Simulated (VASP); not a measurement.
HfB2 under changes of volume

One of the cells (10.103 Å³/atom); the others are scaled copies at fixed shape and fractional positions:

```
CELL_PARAMETERS angstrom
3.16080 0.00000 0.00000
-1.58040 2.73733 0.00000
0.00000 0.00000 3.50305
ATOMIC_POSITIONS crystal
Hf 0.00000 0.00000 0.00000
B 0.66667 0.33333 0.50000
B 0.33333 0.66667 0.50000
```

* Program: VASP 6.6.1
* Functional: PBE
* Potentials or basis: VASP PAW PBE potentials, release 64 (Hf_pv, B)
* Cutoff: 520 eV
* k mesh: 10 × 10 × 8
* Occupations: fermi-dirac, width 0.05 eV
* Spin: no spin polarisation

| volume (Å³/atom) | energy over the lowest point (meV/atom) | pressure (GPa) |
| --- | --- | --- |
| 9.311 | ? | ? |
| 9.509 | 14.54 | 12.4 |
| 9.707 | 2.87 | 6.4 |
| 10.103 | 0.00 | -3.9 |
| 10.301 | 7.55 | -8.4 |
| 10.499 | 20.34 | -12.4 |

Problem. What does the run at 9.311 Å³/atom give?

Solution. Energy over the lowest point 33.96 meV/atom; pressure 19.0 GPa.

Worked out: A Birch-Murnaghan fit of order 3 (a polynomial in V^(-2/3)) to the other rows has its minimum at 9.95 Å³/atom with B0 = V·E''(V) = 254 GPa and B' = 3.9 at fixed shape and positions, which overstates the stiffness. It gives 33.99 meV/atom at 9.311 Å³/atom, against the run's 33.96, and -dE/dV = 19.1 GPa, against 19.0.

Energies are extrapolated to zero smearing.
